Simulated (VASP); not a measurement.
# GaN (P6_3mc) in VASP: Born charges and dielectric tensor with PBE

Aim: the Born charges and dielectric tensor of GaN with PBE.

Program: VASP 6.6.1. These are calculated values, not measurements. Logs are shortened: lines on timing, memory, paths and dates and some standing lists are left out, and cuts for length are marked.

**The experiment to reproduce.**

“Studying electronic properties in GaN without electrical contacts using γ-γ vs e−-γ Perturbed Angular Correlations”, 2019, pmc:6823545 quotes, for a bulk crystal of GaN: band gap 3.503 ± 0.005 eV (direct).

How close the calculation comes is told below.

**1. Starting point**

The structure is hexagonal, space group P6_3mc (No. 186). Conventional cell: a = 3.219 Å, b = 3.219 Å, c = 5.242 Å, α = 90.00°, β = 90.00°, γ = 120.00°. Around Ga (site symmetry 3m) lie 4 N at 1.97 to 1.98 Å. N (site symmetry 3m) is surrounded by 4 Ga at 1.97 to 1.98 Å.

The cell is a database's computed one.

**2. Born charges and dielectric tensor, PBE**

File INCAR:

```
  PREC = Accurate
  ENCUT = 600
  EDIFF = 1E-8
  ISMEAR = 0
  SIGMA = 0.02
  LREAL = F
  LASPH = T
  NELM = 80
  ALGO = Normal
  ISIF = 2
  LWAVE = F
  LCHARG = F
  GGA = PE
  LEPSILON = T
  IBRION = 8
  NSW = 1
```

File KPOINTS:

```
regular mesh
0
Gamma
  12 12 6
```

File POSCAR:

```
GaN
1.0
    3.2185800000      0.0000000000      0.0000000000
   -1.6092900000      2.7873700000      0.0000000000
    0.0000000000      0.0000000000      5.2420600000
Ga N
2 2
Direct
    0.6666700000      0.3333300000      0.4991100000
    0.3333300000      0.6666700000      0.9991100000
    0.6666700000      0.3333300000      0.8758900000
    0.3333300000      0.6666700000      0.3758900000
```

Potentials or basis: VASP PAW PBE potentials, release 64 (Ga_d, N).

On the command line:

```sh
> cat potpaw_PBE.64/Ga_d/POTCAR potpaw_PBE.64/N/POTCAR > POTCAR
> mpirun -np 1 vasp_std > vasp.out
```

OUTCAR:

```text
PREC = Accurate
   ENCUT = 600
   EDIFF = 1E-8
   ISMEAR = 0
   LREAL = F
   LASPH = T
   NELM = 80
   ISIF = 2
   GGA = PE
   LEPSILON = T
   IBRION = 8
   NSW = 1

 ion  position               nearest neighbor table
   1  0.667  0.333  0.499-   4 1.97   4 1.97   4 1.97   3 1.98
   2  0.333  0.667  0.999-   3 1.97   3 1.97   3 1.97   4 1.98
   3  0.667  0.333  0.876-   2 1.97   2 1.97   2 1.97   1 1.98
   4  0.333  0.667  0.376-   1 1.97   1 1.97   1 1.97   2 1.98

  LATTYP: Found a hexagonal cell.
 ALAT       =     3.2185800000
 C/A-ratio  =     1.6286871850

  Lattice vectors:

 A1 = (   3.2185800000,   0.0000000000,   0.0000000000)
 A2 = (  -1.6092900000,   2.7873700000,   0.0000000000)
 A3 = (   0.0000000000,   0.0000000000,   5.2420600000)

Analysis of symmetry for initial positions (statically):
=====================================================================
 Subroutine PRICEL returns:
 Original cell was already a primitive cell.

 Routine SETGRP: Setting up the symmetry group for a
 hexagonal supercell.

 Subroutine GETGRP returns: Found  4 space group operations
 (whereof  2 operations were pure point group operations)
 out of a pool of 24 trial point group operations.

The static configuration has the point symmetry C_1h.
 The point group associated with its full space group is C_2v.

Analysis of symmetry for dynamics (positions and initial velocities):
=====================================================================
 Subroutine PRICEL returns:
 Original cell was already a primitive cell.

 Routine SETGRP: Setting up the symmetry group for a
 hexagonal supercell.

 Subroutine GETGRP returns: Found  4 space group operations
 (whereof  2 operations were pure point group operations)
 out of a pool of 24 trial point group operations.

The dynamic configuration has the point symmetry C_1h.
 The point group associated with its full space group is C_2v.

 Subroutine INISYM returns: Found  4 space group operations
 (whereof  2 operations are pure point group operations),
 and found     1 'primitive' translations

----------------------------------------------------------------------------------------

                                     Primitive cell

  volume of cell :      47.0285

  direct lattice vectors                    reciprocal lattice vectors
     3.218580000  0.000000000  0.000000000     0.310696021  0.179380563  0.000000000
    -1.609290000  2.787370000  0.000000000     0.000000000  0.358761126  0.000000000
     0.000000000  0.000000000  5.242060000     0.000000000  0.000000000  0.190764699

  length of vectors
     3.218580000  3.218578230  5.242060000     0.358760929  0.358761126  0.190764699

  position of ions in fractional coordinates (direct lattice)
     0.666670000  0.333330000  0.499110000
     0.333330000  0.666670000  0.999110000
     0.666670000  0.333330000  0.875890000
     0.333330000  0.666670000  0.375890000

  ion indices of the primitive-cell ions
   primitive index   ion index
                 1           1
                 2           2
                 3           3
                 4           4

[... 792 lines left out ...]
[... ionic steps 4 to 9 ...]

--------------------------------------- Ionic step       10  -------------------------------------------

------------------------ aborting loop because EDIFF is reached ----------------------------------------

[... ionic steps 11 to 11 ...]

--------------------------------------- Ionic step       12  -------------------------------------------

 Free energy of the ion-electron system (eV)
  ---------------------------------------------------
  ---------------------------------------------------
  free energy    TOTEN  =        -0.24734736 eV

  energy without entropy =       -0.24734736

------------------------ aborting loop because EDIFF is reached ----------------------------------------

 INTERNAL STRAIN TENSOR  FOR ION    3  DIRECTION 3   (eV/Angst):
 -----------------------------------------------------------------------------
     4.45240 -0.01805  0.02276
    -0.01805  4.43156 -0.01314
    -0.03521  0.02033 -8.38416

 MACROSCOPIC STATIC DIELECTRIC TENSOR (including local field effects in DFT)
 ------------------------------------------------------
           5.927623    -0.000035     0.000000
          -0.000035     5.927574     0.000000
           0.000000    -0.000000     6.137072
 ------------------------------------------------------

 PIEZOELECTRIC TENSOR (including local field effects)  for field in x, y, z        (e  Angst)
          XX          YY          ZZ          XY          YZ          ZX
  --------------------------------------------------------------------------------
  x     0.00000     0.00000     0.00000     0.00000     0.00034     1.63614
  y     0.00000    -0.00000     0.00000     0.00000     1.63653     0.00035
  z     1.51442     1.51444    -3.06632     0.00002     0.00000     0.00000

 PIEZOELECTRIC TENSOR (including local field effects)  for field in x, y, z        (C/m^2)
          XX          YY          ZZ          XY          YZ          ZX
  --------------------------------------------------------------------------------
  x     0.00000     0.00000     0.00000     0.00000     0.00012     0.55740
  y     0.00000    -0.00000     0.00000     0.00000     0.55754     0.00012
  z     0.51594     0.51594    -1.04464     0.00001     0.00000     0.00000

 BORN EFFECTIVE CHARGES (including local field effects) (in |e|, cummulative output)
 ---------------------------------------------------------------------------------
 ion    1
    1     2.63213     0.00000     0.00000
    2     0.00000     2.63212    -0.00000
    3     0.00002    -0.00001     2.77557
 ion    2
    1     2.63213     0.00000    -0.00000
    2     0.00000     2.63212     0.00000
    3    -0.00002     0.00001     2.77557
 ion    3
    1    -2.63213    -0.00000     0.00000
    2    -0.00000    -2.63212    -0.00000
    3     0.00001    -0.00000    -2.77557
 ion    4
    1    -2.63213    -0.00000    -0.00000
    2    -0.00000    -2.63212     0.00000
    3    -0.00001     0.00000    -2.77557

 INTERNAL STRAIN TENSOR FOR ION    4 for displacements in x,y,z  (eV/Angst):
          X           Y           Z          XY          YZ          ZX
  --------------------------------------------------------------------------------
  x     0.00014    -0.00434     0.00020    -8.34559    -0.01401     4.43788
  y    -8.21708     8.21949    -0.00012    -0.21377     4.69853     0.00833
  z     4.45240     4.43156    -8.38416    -0.01805    -0.02033    -0.02276

 SECOND DERIVATIVES (NOT SYMMETRIZED)
 ------------------------------------
               1X          1Y          1Z          2X          2Y          2Z          3X          3Y          3Z          4X          4Y          4Z
  1X   -12.021714   -0.001091    0.000087    0.364736    0.000474    0.000702    1.066281   -0.000187    0.000102   10.590697    0.000805   -0.000890
  1Y    -0.001091  -12.022957   -0.000050    0.000474    0.365283   -0.000405   -0.000187    1.066063   -0.000059    0.000805   10.591611    0.000514
  1Z    -0.000445    0.000257  -18.530745   -0.001651    0.000953    7.883409    0.001173   -0.000677    6.053225    0.000924   -0.000533    4.594111
  2X     0.364736    0.000474   -0.000702  -12.021714   -0.001091   -0.000087   10.590697    0.000805    0.000890    1.066281   -0.000187   -0.000102
  2Y     0.000474    0.365283    0.000405   -0.001091  -12.022957    0.000050    0.000805   10.591611   -0.000514   -0.000187    1.066063    0.000059
  2Z     0.001651   -0.000953    7.883409    0.000445   -0.000257  -18.530745   -0.000924    0.000533    4.594111   -0.001173    0.000677    6.053225
  3X     1.063538   -0.000441    0.000570   10.585302    0.001075    0.000181  -12.249165   -0.001625   -0.000854    0.600325    0.000990    0.000103
  3Y    -0.000441    1.063027   -0.000329    0.001075   10.586528   -0.000105   -0.001625  -12.251023    0.000493    0.000990    0.601467   -0.000060
  3Z     0.000624   -0.000360    6.026879    0.001439   -0.000831    4.603223   -0.001408    0.000813  -16.330727   -0.000655    0.000378    5.700624
  4X    10.585302    0.001075   -0.000181    1.063538   -0.000441   -0.000570    0.600325    0.000990   -0.000103  -12.249165   -0.001625    0.000854
  4Y     0.001075   10.586528    0.000105   -0.000441    1.063027    0.000329    0.000990    0.601467    0.000060   -0.001625  -12.251023   -0.000493
  4Z    -0.001439    0.000831    4.603223   -0.000624    0.000360    6.026879    0.000655   -0.000378    5.700624    0.001408   -0.000813  -16.330727

 Eigenvectors and eigenvalues of the dynamical matrix
 ----------------------------------------------------

   1 f  =   19.621721 THz   123.286910 2PiTHz  654.510165 cm-1    81.148882 meV
             X         Y         Z           dx          dy          dz
      1.609306  0.929114  2.616365     0.000060   -0.000035    0.027244
     -0.000016  1.858256  5.237395     0.000060   -0.000035   -0.027244
      1.609306  0.929114  4.591468    -0.000134    0.000078   -0.706582
     -0.000016  1.858256  1.970438    -0.000134    0.000078    0.706582
[... 71 lines left out ...]
  12 f/i=    0.004529 THz     0.028455 2PiTHz    0.151061 cm-1     0.018729 meV
             X         Y         Z           dx          dy          dz
      1.609306  0.929114  2.616365    -0.000046    0.000027   -0.645192
     -0.000016  1.858256  5.237395     0.000046   -0.000027   -0.645192
      1.609306  0.929114  4.591468     0.000021   -0.000012   -0.289356
     -0.000016  1.858256  1.970438    -0.000021    0.000012   -0.289356

--------------------------------------------------------------------------------------------------------

 MACROSCOPIC STATIC DIELECTRIC TENSOR IONIC CONTRIBUTION
 ------------------------------------------------------
           4.575246    -0.000244     0.000000
          -0.000244     4.574957    -0.000000
           0.000000    -0.000000     5.572478
 ------------------------------------------------------

 ELASTIC MODULI CONTR FROM IONIC RELAXATION (kBar)
 Direction    XX          YY          ZZ          XY          YZ          ZX
 --------------------------------------------------------------------------------
 XX        -487.9378    233.7317    240.9011     -3.9065     -0.0000     -0.0000
 YY         233.7317   -483.5774    236.5855      7.6815      0.0000     -0.0000
 ZZ         240.9011    236.5855   -452.3217     -3.7371     -0.0000      0.0000
 XY          -3.9065      7.6815     -3.7371   -376.2384     -0.0000     -0.0000
 YZ          -0.0000      0.0000     -0.0000     -0.0000   -113.5010     -0.3469
 ZX          -0.0000     -0.0000      0.0000     -0.0000     -0.3469   -119.0427
 --------------------------------------------------------------------------------

 PIEZOELECTRIC TENSOR IONIC CONTR  for field in x, y, z        (C/m^2)
          XX          YY          ZZ          XY          YZ          ZX
  --------------------------------------------------------------------------------
  x    -0.00000    -0.00000     0.00000     0.00000    -0.00197    -0.69443
  y    -0.00000     0.00000    -0.00000    -0.00000    -0.67802    -0.00000
  z    -0.79562    -0.78139     1.49390     0.01232     0.00000    -0.00000
```

Wall time 73 min (1 thread of Intel Xeon 6975P-C (Granite Rapids), shared host); peak memory 1.2 GiB.

What came out:

```yaml
Band_gap_on_the_k_mesh: 1.72 eV, direct
Electronic_dielectric_tensor_diagonal: 5.93, 5.93, 6.14
Born_charges_mean_of_the_diagonal: Ga +2.68; N -2.68 e
Highest_phonon_frequency_at_Γ_LO-TO_splitting_left_out: 655 cm⁻¹
```

Phonon frequencies in cm⁻¹ (negative: imaginary):
```csv
q point,frequencies
"(0.000, 0.000, 0.000)",0 0 0 136 136 320 498 521 521 528 529 655
```

Electronic dielectric tensor:
```
5.93 0.00 0.00
0.00 5.93 0.00
0.00 0.00 6.14
```

Born effective charge tensors (e):
atom 1, Ga
```
2.63 0.00 0.00
0.00 2.63 0.00
0.00 0.00 2.78
```
atom 2, Ga
```
2.63 0.00 0.00
0.00 2.63 0.00
0.00 0.00 2.78
```
atom 3, N
```
-2.63  0.00  0.00
 0.00 -2.63  0.00
 0.00  0.00 -2.78
```
atom 4, N
```
-2.63  0.00  0.00
 0.00 -2.63  0.00
 0.00  0.00 -2.78
```

**3. How close it comes**

Step 2. Measured gap of GaN: 3.503 eV (direct; quoted in “Studying electronic properties in GaN without electrical contacts using γ-γ vs e−-γ Perturbed Angular Correlations”, 2019, pmc:6823545). This calculation gives 1.72 eV (-1.79 eV). So large a miss can be the level of theory's own, or it may mean another phase, state or a wrong row. Spin-orbit coupling on Ga is left out. The value is that of PBE, without temperature or zero-point motion. Semilocal functionals fall short of measured gaps as a rule. The cell is a database's relaxed one, not the measured one, which moves gaps too.
